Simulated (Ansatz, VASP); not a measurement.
# Cross-check of BiSb between VASP and Ansatz, part 2 of 2

Wanted: the spread between two codes on one cell, functional and k mesh. The cell is generated by rule, not measured, and may not be a known phase. The cell is taken from a series of runs on this material, whose earlier steps may have relaxed, scaled, displaced or heated it; both programs get it as it stands.

VASP 6.6.1 and Ansatz 0.2.0.

So far: The starting structure; Ansatz: relaxation of cell and atoms, PBE, pair 1; VASP: relaxation of cell and atoms, PBE, pair 1; Comparison.

### Step 5. VASP: relaxation of cell and atoms, PBE, pair 2

Level of this step: PBE; plane waves and PAW (Bi_d, Sb); invented cell (VASP).

The relaxed volume is the usual yardstick between codes: in a stiff, nearly cubic crystal its relative difference is about their pressure difference at one cell divided by the bulk modulus.

Input file INCAR:

```
SYSTEM = BiSb
PREC = Accurate
ENCUT = 500
EDIFF = 1E-07
NELM = 120
ISMEAR = 0
SIGMA = 0.1
LREAL = .FALSE.
ALGO = Normal
GGA = PE
NBANDS = 16
LORBIT = 11
LWAVE = .FALSE.
LCHARG = .FALSE.
ISIF = 3
IBRION = 2
NSW = 80
EDIFFG = -0.005
LASPH = .TRUE.
GGA_COMPAT = .FALSE.
NELMIN = 4
KPAR = 2
```

Input file POSCAR:

```
BiSb
1.0
    0.0000000000      3.5601700000      3.5601700000
    3.5601700000      0.0000000000      3.5601700000
    3.5601700000      3.5601700000      0.0000000000
Bi Sb
1 1
Direct
    0.0000000000      0.0000000000      0.0000000000
    0.2500000000      0.2500000000      0.2500000000
```

Input file KPOINTS:

```
Automatic mesh
0
Gamma
10 10 10
0 0 0
```

PAW data sets: Bi_d and Sb (PBE family, release 64).

Started as:

```sh
mpirun -np 2 vasp_std
```

Numbers of over 12 decimals in the logs are rounded to 6 here.

Log:

```text
[... set-up lines as in an earlier step ...]
 entering main loop
       N       E                     dE             d eps       ncg     rms          rms(c)
DAV:   1     0.144616023086E+03    0.14462E+03   -0.90864E+03  1504   0.109E+03
DAV:   2     0.192484491513E+01   -0.14269E+03   -0.14071E+03  1688   0.298E+02
DAV:   3    -0.740054655121E+01   -0.93254E+01   -0.92281E+01  1960   0.860E+01
DAV:   4    -0.762029274571E+01   -0.21975E+00   -0.21973E+00  1792   0.157E+01
[...]
DAV:  12    -0.757735241144E+01   -0.33335E-05   -0.63665E-06  1576   0.127E-02    0.119E-03
DAV:  13    -0.757735257336E+01   -0.16192E-06   -0.48820E-07  2016   0.614E-03    0.598E-04
DAV:  14    -0.757735267268E+01   -0.99321E-07   -0.40934E-08  1248   0.134E-03
   1 F= -.75773527E+01 E0= -.75744059E+01  d E =-.757735E+01
[...]
N       E                     dE             d eps       ncg     rms          rms(c)
DAV:   1    -0.759671551729E+01   -0.19363E-01   -0.51808E-01  1928   0.102E+01    0.699E-01
[...]
DAV:   8    -0.757785896721E+01    0.57862E-07   -0.20039E-07  1440   0.566E-03
   2 F= -.75778590E+01 E0= -.75749229E+01  d E =-.506295E-03
 trial-energy change:   -0.000506  1 .order   -0.000504   -0.001363    0.000354
 step:   0.7937(harm=  0.7937)  dis= 0.00000  next Energy=    -7.577894 (dE=-0.541E-03)
[...]
N       E                     dE             d eps       ncg     rms          rms(c)
DAV:   1    -0.757869596063E+01   -0.83694E-03   -0.21821E-02  1928   0.207E+00    0.145E-01
DAV:   2    -0.757802306567E+01    0.67289E-03   -0.12455E-03  1880   0.518E-01    0.613E-02
DAV:   3    -0.757788843989E+01    0.13463E-03   -0.55965E-04  1984   0.308E-01    0.811E-03
DAV:   4    -0.757789126685E+01   -0.28270E-05   -0.14782E-05  1680   0.307E-02    0.570E-03
DAV:   5    -0.757789376425E+01   -0.24974E-05   -0.20124E-06  1664   0.911E-03    0.161E-03
DAV:   6    -0.757789460487E+01   -0.84062E-06   -0.31958E-07  1768   0.385E-03    0.737E-04
DAV:   7    -0.757789415320E+01    0.45167E-06   -0.93287E-08  1128   0.240E-03    0.284E-04
DAV:   8    -0.757789419084E+01   -0.37638E-07   -0.13997E-08   784   0.145E-03
   3 F= -.75778942E+01 E0= -.75749553E+01  d E =-.541518E-03
[...]
reached required accuracy - stopping structural energy minimisation
```

OUTCAR, selected parts (step 5):

```text
  Total        0.0012758      0.0012758      0.0012758      0.0000000      0.0000000      0.0000000
  in kB        0.0224720      0.0224720      0.0224720      0.0000000      0.0000000      0.0000000
  external PRESSURE =       0.0224720 kB  Pullay stress =       0.0000000 kB

 POSITION                                       TOTAL-FORCE (eV/Angst)
 -----------------------------------------------------------------------------------
      0.00000      0.00000      0.00000         0.000000      0.000000      0.000000
      1.78476      1.78476      1.78476        -0.000000     -0.000000     -0.000000
 -----------------------------------------------------------------------------------
    total drift:                               -0.000000     -0.000000     -0.000000

  FREE ENERGIE OF THE ION-ELECTRON SYSTEM (eV)
  ---------------------------------------------------
  free  energy   TOTEN  =        -7.5778941908 eV

  energy  without entropy=       -7.5720164826  energy(sigma->0) =       -7.57495534

[... 2 parts as in an earlier step ...]

[... 2 further parts left out ...]
[key lines of the parts left out:]
E-fermi :   3.6969
```

### Step 6. Ansatz: relaxation of cell and atoms, PBE, pair 2

The same cell, functional, mesh and smearing now go to Ansatz, which takes its cutoff from its data sets.

The cell is taken from a series of runs on this material, whose earlier steps may have relaxed, scaled, displaced or heated it; both programs get it as it stands.

Input file input.yaml:

```yaml
crystal:
  lattice:
    - [0.0, 3.56017, 3.56017]
    - [3.56017, 0.0, 3.56017]
    - [3.56017, 3.56017, 0.0]
  atoms:
    - { symbol: Bi, position: [0.0, 0.0, 0.0] }
    - { symbol: Sb, position: [0.25, 0.25, 0.25] }
kpoints:
  mp_grid: { grid: [10, 10, 10] }
hamiltonian:
  xc: pbe
scf:
  occupations: { method: gaussian, width: 0.1 }
output:
  forces: true
  stress: true
  eigenvalues: true
  write_density: true
  write_potential: true
  elf: true
  volumetric_format: npy
relax:
  adjacent_minimum: "off"
  f_tol: 0.005
  max_steps: 80
  cell: { stress_tol: 0.05 }
```

Started as:

```sh
ansatz run input.yaml --threads 4 --pin off --max-ram 7168MiB --backend cpu --events-out ev --progress --plain --runs-dir out
```

Log:

```text
[...]
Crystal: 2 atoms, lattice volume = 90.249 Å³
Basis set: ecut = 420 eV, 1807 PW (Γ), exchange–correlation on 72×72×72 points (8 copies of the dense FFT grid, shifted against one another)
Bands: 19, of which v1, the nominal top of the filled ones, is band 15 counted from 1 (14 counted from 0)
Symmetry: 24 space group operations
[...]
k-points: 47 of 1000 (time reversal used)
[...]
k-point 46: bands = [... 11 lower, -3.0921, 2.5859, 2.6049, 6.2404, 6.6787, 8.7903, 8.8935, 11.9180]
--- Relaxed structure (3 steps of the walk, 3 accepted, 1 SCFs on fresh bases) ---
[...]
cell:  # Å, volume = 91.0921 Å³
    - [0, 3.571223, 3.571223]
    - [3.571223, 0, 3.571223]
    - [3.571223, 3.571223, 0]
  atoms:
    - { symbol: Bi, position: [0, 0, 0] }
    - { symbol: Sb, position: [0.250000, 0.250000, 0.250000] }
[key lines of the parts left out:]
SCF converged after 4 iterations
Free energy (F): -18880.588703 eV
Fermi energy:    5.922897 eV
P = ⅓ Tr σ = -0.0015 GPa (-0.015 kbar)
```

### Step 7. Comparison

What differs besides the data sets and the points named for the pairs above, as far as they apply: the data sets hold 30 valence electrons in Ansatz (on its default PAW (the set named soft_2) files) and 20 in VASP. Total energies have different zeros and are not compared.

The two programs side by side:

```
                                         quantity  Ansatz   VASP  difference
                                      volume (Å³)   91.09  90.96     +0.14 %
edge a after relaxation, in the typed setting (Å)   5.051  5.048     +0.05 %
```

### Step 8. VASP: zone-centre phonons, PBE

Second derivatives magnify differences that forces hide, and they need a tight electronic threshold.

Input file INCAR:

```
SYSTEM = BiSb
PREC = Accurate
ENCUT = 500
EDIFF = 1E-08
NELM = 120
ISMEAR = 1
SIGMA = 0.15
LREAL = .FALSE.
ALGO = Normal
GGA = PE
NBANDS = 16
LORBIT = 11
LWAVE = .FALSE.
LCHARG = .FALSE.
ISIF = 2
IBRION = 8
LASPH = .TRUE.
GGA_COMPAT = .FALSE.
KPAR = 2
```

Input file POSCAR:

```
BiSb
1.0
    0.0000000000      3.5712225035      3.5712225035
    3.5712225035      0.0000000000      3.5712225035
    3.5712225035      3.5712225035      0.0000000000
Bi Sb
1 1
Direct
    0.0000000000      0.0000000000      0.0000000000
    0.2500000000      0.2500000000      0.2500000000
```

KPOINTS is that of step 5.

Started as:

```sh
mpirun -np 2 vasp_std
```

Log:

```text
[... set-up lines as in an earlier step ...]
 entering main loop
       N       E                     dE             d eps       ncg     rms          rms(c)
DAV:   1     0.141516603804E+03    0.14152E+03   -0.91099E+03  1504   0.109E+03
DAV:   2     0.160104440286E+01   -0.13992E+03   -0.13805E+03  1760   0.295E+02
DAV:   3    -0.740481835717E+01   -0.90059E+01   -0.89400E+01  1848   0.845E+01
DAV:   4    -0.761902280757E+01   -0.21420E+00   -0.21418E+00  1912   0.155E+01
[...]
DAV:  14    -0.757533234356E+01   -0.96281E-07   -0.43995E-08  1544   0.136E-03    0.276E-04
DAV:  15    -0.757533237496E+01   -0.31393E-07   -0.10559E-08  1656   0.517E-04    0.109E-04
DAV:  16    -0.757533236944E+01    0.55138E-08   -0.35476E-10  1040   0.152E-04
   1 F= -.75753324E+01 E0= -.75751412E+01  d E =-.573402E-03
 Linear response reoptimize wavefunctions to high precision
DAV:   1    -0.757533236688E+01    0.25598E-08   -0.17143E-10  1512   0.976E-05
DAV:   2    -0.757533236688E+01    0.40927E-11   -0.23169E-11   832   0.468E-05
 Linear response DOF=           2
 Linear response progress:
[...]
RMM:  12    -0.340256716340E+00    0.20914E-07   -0.48721E-08 11044   0.556E-05    0.174E-06
RMM:  13    -0.340256688152E+00    0.28188E-07    0.24050E-08 11550   0.295E-05    0.889E-07
RMM:  14    -0.340256679412E+00    0.87402E-08   -0.25872E-08 10039   0.160E-05    0.701E-07
 first order change of Fermi-energy   0.97464E-03
 force on displaced ion       1 direction 1 :  -3.820   0.000   0.000
 Linear response progress:
  Degree of freedom:   2/  2
       N       E                     dE             d eps       ncg     rms          rms(c)
RMM:   1    -0.283576140069E-01   -0.28358E-01    0.26239E-02 10540   0.990E-01
RMM:   2    -0.270945399377E-01    0.12631E-02   -0.19424E-03  9203   0.257E-01    0.318E-02
RMM:   3    -0.271084399005E-01   -0.13900E-04   -0.15429E-04 10619   0.899E-02    0.158E-02
RMM:   4    -0.271215015775E-01   -0.13062E-04   -0.26378E-05 10547   0.353E-02    0.397E-03
[...]
RMM:  10    -0.271132435888E-01   -0.12132E-07    0.52637E-09 11696   0.536E-05    0.455E-06
RMM:  11    -0.271132262989E-01    0.17290E-07   -0.46760E-10 10031   0.203E-05    0.133E-06
RMM:  12    -0.271132294014E-01   -0.31024E-08   -0.63597E-09 10519   0.674E-06    0.755E-07
 first order change of Fermi-energy  -0.83721E-03
 force on displaced ion       2 direction 1 :  -3.782  -0.000  -0.000
 Linear response finished
```

From OUTCAR (step 8):

```text
  Total       -0.0235826     -0.0235826     -0.0235826     -0.0000000      0.0000000     -0.0000000
  in kB       -0.4147842     -0.4147842     -0.4147842     -0.0000000      0.0000000     -0.0000000
  external PRESSURE =      -0.4147842 kB  Pullay stress =       0.0000000 kB

 POSITION                                       TOTAL-FORCE (eV/Angst)
 -----------------------------------------------------------------------------------
      0.00000      0.00000      0.00000        -0.000000     -0.000000     -0.000000
      1.78561      1.78561      1.78561         0.000000      0.000000      0.000000
 -----------------------------------------------------------------------------------
    total drift:                               -0.000000     -0.000000     -0.000000

[... 1 part as in an earlier step ...]

[... 1 further part left out ...]
```

### Step 9. Ansatz: zone-centre phonons, PBE

The same cell, functional, mesh and smearing now go to Ansatz, which takes its cutoff from its data sets.

The cell is taken from a series of runs on this material, whose earlier steps may have relaxed, scaled, displaced or heated it; both programs get it as it stands.

Input file input.yaml:

```yaml
crystal:
  lattice:
    - [0.0, 3.5712225035, 3.5712225035]
    - [3.5712225035, 0.0, 3.5712225035]
    - [3.5712225035, 3.5712225035, 0.0]
  atoms:
    - { symbol: Bi, position: [0.0, 0.0, 0.0] }
    - { symbol: Sb, position: [0.25, 0.25, 0.25] }
kpoints:
  mp_grid: { grid: [10, 10, 10] }
hamiltonian:
  xc: pbe
scf:
  occupations: { method: methfessel_paxton, width: 0.15 }
output:
  eigenvalues: true
phonons:
  method: dfpt
```

Started as:

```sh
ansatz run input.yaml --threads 4 --pin off --max-ram 7168MiB --backend cpu --events-out ev --progress --plain --runs-dir out
```

Log:

```text
zone centre: on kpoints.mp_grid the ground state, and the responses unless they are solved on pairs of k-points, stand on 102 of the mesh's 1000 k-points, reduced under 8 symmetry operations, with k and −k counted as one. Each operation leaves every solved displacement unchanged or reverses it
[...]
Crystal: 2 atoms, lattice volume = 91.092 Å³
[...]
k mesh reduced under 8 symmetry operations, with k and −k counted as one. Each operation leaves every solved displacement unchanged or reverses it
  ASR residual: 8.351e-5 → 0.000e0 eV/Å²; symmetrization residual: 6.066e-5 eV/Å²
  ASR residual per site (eV/Å²): 8.35e-5 6.21e-5
  Γ frequencies (cm⁻¹): 0.00 0.00 0.00 115.47 115.47 115.47
  non-analytic LO–TO correction: not included (Born effective charges unavailable; polar crystals: no LO–TO splitting at Γ)
[key lines of the parts left out:]
SCF converged after 10 iterations
Free energy (F): -18880.586024 eV
Fermi energy:    5.922348 eV
```

### Step 10. Differences

What differs besides the data sets and the points named for the pairs above, as far as they apply: the data sets hold 30 valence electrons in Ansatz (on its default PAW (the set named soft_2) files) and 20 in VASP. Total energies have different zeros and are not compared.

The two programs side by side:

```
                  quantity  Ansatz   VASP  difference
optical mode 1 to 3 (cm⁻¹)   115.5  115.8     -0.32 %
```

Modes are paired by rising frequency, not by their patterns, so a pair may set unlike modes beside each other; they are those without the splitting of longitudinal modes.

### Step 11. Summary of results

```json
{
  "difference in volume (relaxation of cell and atoms, PBE, pair 1)": "0.18 %",
  "difference in volume (relaxation of cell and atoms, PBE, pair 2)": "0.14 %",
  "r.m.s. difference of the optical zone-centre modes, each program's sorted by frequency (zone-centre phonons, PBE)": "0.37 cm⁻¹"
}
```

**Reading.** The difference in volume is 0.18 % (relaxation of cell and atoms, PBE, pair 1), within the 1.2 % picked in this series as the mark of a large difference, as far as the stopping tolerances let one tell. The data sets hold unlike numbers of valence electrons (30 in Ansatz and 20 in VASP), so part of the differences comes from the potentials. How closely two codes agree says nothing of how well the functional describes the real material.

[Lines on the potential files, build, host, timing and source positions are cut from VASP's logs without a mark.]

[Logs are printed without paths, hosts, clocks, repeated set-up lines and the standing remarks that a program may print on its own settings, such as how far it seeks lower states.]

[Hosts, paths, dates, database ids (printed as entryN), source tags and the programs' standing remarks are cut or masked in the printed files.]
